The naive picture of a stiff crystal is a set of balls joined by springs that act only along the line between two atoms. If every atom also sits at a centre of inversion and the crystal is free of stress, a cubic solid of this kind obeys the Cauchy relation: C12 equals C44. Boron phosphide breaks it badly. The density-functional result for C44 is more than twice that for C12, and the reason lies in the angles between the bonds.

Elastic constants of cubic boron phosphide (BP, space group F-43m), computed with Ansatz 0.2.0 and listed with measured values by size. The calculations use DFT with the PBEsol functional, PAW, a 420 eV plane-wave cutoff and a 10×10×10 k mesh. Computed constants are for zero temperature, from strains of amplitude 0.002 with the atoms relaxed in the strained cells. The rows were drawn from a pool: of 90 crystals with a measured lattice constant, 2 whose relaxed edge lies over 5 % from it were taken for other phases and got no table, so the agreement shown is better than for the whole pool.

```tsv
row	computed constant (GPa)	what it is	measured constant (GPa)	label in the paper, method, sample	temperature of the measurement (K)	source
1	81	C12 on the cell's Cartesian axes	n/a	n/a	n/a	n/a
2	169.4	bulk modulus (Hill)	n/a	n/a	n/a	n/a
3	n/a	n/a	173	B0 from earlier elastic measurements; elastic measurements; bulk crystal	n/a	arXiv:1505.05714 (2015)
4	n/a	n/a	173	B0 from earlier elastic measurements; elastic measurements; bulk crystal	n/a	arXiv:1407.1677 (2014)
5	n/a	n/a	174	B0, Murnaghan EOS fit with V0 fixed at 93.45 A^3; XRD in diamond anvil cell; powder	300	arXiv:1505.05714 (2015)
6	n/a	n/a	174	300-K bulk modulus from earlier experiment; not stated; bulk crystal	300	arXiv:1901.06272 (2019)
7	n/a	n/a	179	isothermal B0 from Vinet fit to p-V data up to 55 GPa; single-crystal synchrotron XRD in diamond anvil cell; bulk crystal	300	arXiv:1407.1677 (2014)
8	188	C44 on the cell's Cartesian axes	n/a	n/a	n/a	n/a
9	346	C11 on the cell's Cartesian axes	n/a	n/a	n/a	n/a
```

### Row 1: the sideways response

C12 measures how hard the crystal pulls inwards along one cube axis when it is stretched along another and its sides are held fixed. For BP it is 81 GPa. If the Cauchy relation held, the resistance to shear would be 81 GPa too, and C44 would stand right beside this row. Instead it comes near the bottom of the table, which is ordered by size and mixes different elastic quantities.

### Rows 2 to 7: squeezing from all sides

The bulk modulus measures resistance to uniform compression. Such a compression shortens every bond equally and leaves every bond angle as it was, so it tests mainly the stiffness of the bonds along their length. It is also fixed by the other constants, as (C11 + 2 C12)/3, and therefore gives no separate evidence on shear.

This is the one computed quantity with measured partners here. The computed 169 GPa lies below all of them, by 2 % of the lowest measured value and 5 % of the highest. The measured values themselves span 6 GPa, and rows 3, 4 and 6 quote earlier experiments, so the five entries are not five independent confirmations.

A cell that the functional has made too large would be a natural suspect, because longer bonds are usually softer. The volumes speak against it: the computed cube holds 92.4 Å³, about 1 % less than the 93.45 Å³ used in the fit of row 5. Bringing the cell to that larger volume would lower the computed modulus by a few per cent more. Zero-point and thermal motion, absent from the calculation, would normally soften it as well. The way the pressure data were fitted cannot be the whole cause, since the elastic measurements quoted in rows 3 and 4 also lie above the computed value. The functional's own error in the stiffness and the numerical settings remain as candidates; neither was varied here, so the cause stays open.

### Row 8: the break

C44 is the resistance to a shear that changes the right angle between two cube axes. At 188 GPa it exceeds C12 by 107 GPa, far more than any rounding. To see why, it helps to start from a crystal whose bonds resist stretching but turn freely about the atoms, like rods on hinges.

In BP each atom has four neighbours, placed along body diagonals of the cube. The shear lengthens two of these bonds and shortens the other two. If the boron and phosphorus sublattices are held in their strained positions, the stretching springs alone give C44 equal to C12, just as the Cauchy relation says. But the atoms are not at centres of inversion, and the two sublattices may shift against each other. In the hinged crystal this shift restores every bond length, and C44 falls to zero.

The shift therefore softens the shear, whereas BP is much stiffer than the Cauchy relation allows. The calculation shows the softening directly: letting the atoms of the sheared cell relax lowers C44 by roughly 20 GPa. That figure is coarse, because it rests on a very small energy difference. The energy needed to shear the cell would also put C44 itself at about 205 GPa, 9 % above the 188 GPa found from the stresses, and rounding alone does not explain that mismatch. The drop on relaxation compares two energies of the same sheared cell, so its sign is safe: the break would be larger, not smaller, if the atoms were held in place.

What the hinged crystal lacks is a penalty for bending. Boron and phosphorus share electrons in four directed bonds, and turning one bond towards another worsens the overlap of the orbitals that form them. This is the standard chemical explanation for stiff bond angles in such crystals. The elastic constants agree with it, though they record only the stiffness and not the electrons behind it.

### Row 9: C11 supplies the missing spring

The Keating model turns this picture into numbers with two springs, α for bond stretching and β for bond angles. Let d be a quarter of the cube edge. Now stretch the crystal along one cube axis and shrink it equally along a second. Each bond gains along the first axis what it loses along the second, so its length is unchanged to first order and only angles change. The resistance to this deformation is C11 − C12, and in the model it equals β/d.

The stretching spring follows from another combination, C11 + 3 C12 = α/d. In the shear of row 8 the sublattices settle where the total cost is lowest, sharing the strain between bond lengths and bond angles. The two springs then act in series, like two coil springs hooked end to end:

1/C44 = d/α + d/β

Here d/α is the compliance of the stretching spring and d/β that of the angle spring. As in any such chain, the softer spring has the larger say. If β vanishes, so does C44, which is the hinged crystal again.

For BP the estimate runs as follows:

- angle spring: β/d = 346 − 81 = 265 GPa
- stretching spring: α/d = 346 + 3 × 81 = 589 GPa
- shear constant: C44 = 265 × 589/(265 + 589) ≈ 183 GPa

The computed C44 played no part in setting the springs, so this is a test of the model and not a fit, and the estimate falls short of the computed value by only 3 %. The Cauchy relation, by contrast, misses more than half of C44. The angle spring comes out at 0.45 of the stretching spring, which makes bending a major part of the resistance of BP to shear and no small correction to it.

The agreement is better than the model's inner workings deserve. Keating's springs give a softening of about 31 GPa from the shift of the sublattices, clearly more than the rough 20 GPa of the calculation. They also seem to start from a slightly higher C44 before the shift, in which case the two errors partly cancel. The model leaves out the electric forces between charged atoms and the forces between distant neighbours; whether these account for the difference is untested here.

C11 also shows what goes wrong if BP is treated as equally stiff in all directions. An isotropic solid would have C44 = (C11 − C12)/2, or about 133 GPa, well below the computed 188 GPa. The stiffness of a BP crystal or an oriented film thus depends on the direction of the load, and a single shear modulus cannot describe it fully.

The two springs also tell how a related crystal with the same structure should behave. Keep the stretching spring and weaken the angle spring: C44 falls, while C12 = (α − β)/4d rises. The two constants meet when β is about a quarter of α. At that point the Cauchy relation would appear to hold although the angle forces were still there, so equality of C12 and C44 in this structure is no proof of central forces.

The calculated relations are printed after this text. For practical work they suggest a simple rule: do not infer the shear stiffness of such a crystal from its bulk modulus. Compression leaves the bond angles alone, while shear depends on them, so even a well-measured bulk modulus cannot vouch for C44. Which constants a stress calculation for a BP film needs depends on its orientation: C11 and C12 are enough for a film on a cube face that is strained equally in its plane, while any shear between the cube axes brings in C44.

Numerical output:

```
Bulk modulus from (C11 + 2 C12)/3, GPa: 169.3
Cauchy break, C44 less C12, GPa: 107
Ratio C44 / C12: 2.321
C44 predicted for an isotropic solid, GPa: 132.5
Isotropic prediction less computed C44, GPa: -55.5
C44 predicted by the Keating model, GPa: 182.8
Keating prediction less computed C44, GPa: -5.231
Keating miss in per cent of computed C44: -2.782
Ratio of angle spring to stretching spring in the Keating model: 0.4499
Anisotropy 2 C44/(C11 - C12): 1.419
C44 from the energy rise on shearing, coarse test of the strain, GPa: 204.7
Softening of C44 by the internal shift from run energies, coarse, GPa: 20.82
Lower end of that softening from rounding of energies, GPa: 17.35
Upper end of that softening from rounding of energies, GPa: 24.29
Softening of C44 by the internal shift in the Keating model, GPa: 30.73
Clamped C44 from run energies, coarse, GPa: 208.8
Clamped C44 in the Keating model, GPa: 213.5
Computed bulk modulus below the lowest measured one, per cent: 2.081
Computed bulk modulus below the highest measured one, per cent: 5.363
Spread of the measured bulk moduli, GPa: 6
Computed cube volume, A^3: 92.36
Computed volume below that used in row 5, per cent: 1.171
Rough softening if the cell were expanded to that volume, per cent: 4.601
```
